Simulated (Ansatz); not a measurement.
Starting structure of a cell relaxation (symmetry kept):

```xyz
6
Lattice="3.9119 0.0000 0.0000 -1.9560 3.3878 0.0000 0.0000 0.0000 4.9915" Properties=species:S:1:pos:R:3 pbc="T T T"
Si    0.0000    2.2586    3.7436
Si    1.9560    1.1293    1.2479
Ni    0.0000    0.0000    0.0000
Ni    0.0000    0.0000    2.4957
Ni    0.0000    2.2586    1.2479
Ni    1.9560    1.1293    3.7436
```

Level of theory: DFT PBE+D3(BJ), scalar-relativistic, plane waves, PAW (Ansatz 0.2.0).

Settings: cutoff 420 eV, Γ-centred mesh 12×12×8 on the computed 6-atom cell, Gaussian smearing of 0.10 eV; no spin polarisation.

Q: What does it relax to?

A: The volume goes down by 0.39 Å³/atom to 10.63 Å³/atom, and the energy falls by 9.2 meV/atom. Final structure:
```cif
data_structure
_symmetry_space_group_name_H-M 'P6_3/mmc'
_symmetry_Int_Tables_number 194
_cell_length_a 3.8707
_cell_length_b 3.8707
_cell_length_c 4.9170
_cell_angle_alpha 90.000
_cell_angle_beta 90.000
_cell_angle_gamma 120.000
_cell_volume 63.80
loop_
_atom_site_label
_atom_site_type_symbol
_atom_site_symmetry_multiplicity
_atom_site_Wyckoff_symbol
_atom_site_fract_x
_atom_site_fract_y
_atom_site_fract_z
_atom_site_occupancy
Si1 Si 2 d 0.33333 0.66667 0.75000 1
Ni1 Ni 2 a 0.00000 0.00000 0.00000 1
Ni2 Ni 2 c 0.33333 0.66667 0.25000 1
```

Course of the relaxation (steps run on the plane waves of an earlier cell, and the basis is chosen afresh near the end, so energy and pressure can step there; trial steps that raised the energy were taken back; energies are free energies):

```csv
step,E − E_final (meV/atom),P (GPa),V (Å³/atom)
1,9.2,-7.30,11.03
2,1.8,-3.42,10.81
3,-0.1,0.28,10.62
4,-0.1,0.01,10.63
5,0.0,0.02,10.63
```

Cost: 1 run of about 1.6 core-minutes, on Arm Neoverse V1 (shared hosts).